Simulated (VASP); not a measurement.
Here is a VASP 6.6.1 calculation.

Contents of INCAR:

```
SYSTEM = Cd
PREC = Accurate
ENCUT = 600
EDIFF = 1E-7
ISMEAR = -1
SIGMA = 0.05
LREAL = .False.
LASPH = .True.
NELM = 100
ALGO = Normal
ISIF = 3
LWAVE = .False.
LCHARG = .False.
GGA = CA
IBRION = 2
NSW = 40
EDIFFG = -0.01
```

File KPOINTS:

```
Automatic mesh
0
Gamma
  10 10 10
  0 0 0
```

POSCAR

```
Cd
1.0
   -1.7843220000      1.7843220000      1.7843220000
    1.7843220000     -1.7843220000      1.7843220000
    1.7843220000      1.7843220000     -1.7843220000
Cd
1
Direct
    0.0000000000      0.0000000000      0.0000000000
```

Potentials or basis: VASP PAW LDA potentials, release 64 (Cd).

The run is started by

```sh
$ cat potpaw_LDA.64/Cd/POTCAR > POTCAR
$ mpirun -np 1 vasp_std > vasp.out
```

(1) Predict the relaxed cell.

(2) Predict the space group after relaxing (to 0.05 Å).

(3) Predict the band gap on the k mesh.

(4) Estimate the relaxed volume.

Answers

(1) a = 2.980 Å, b = 2.980 Å, c = 2.980 Å, α = 109.47°, β = 109.47°, γ = 109.47°.

(2) Im-3m (No. 229).

(3) none (metal or under the smearing width).

(4) 20.36 Å³/atom.
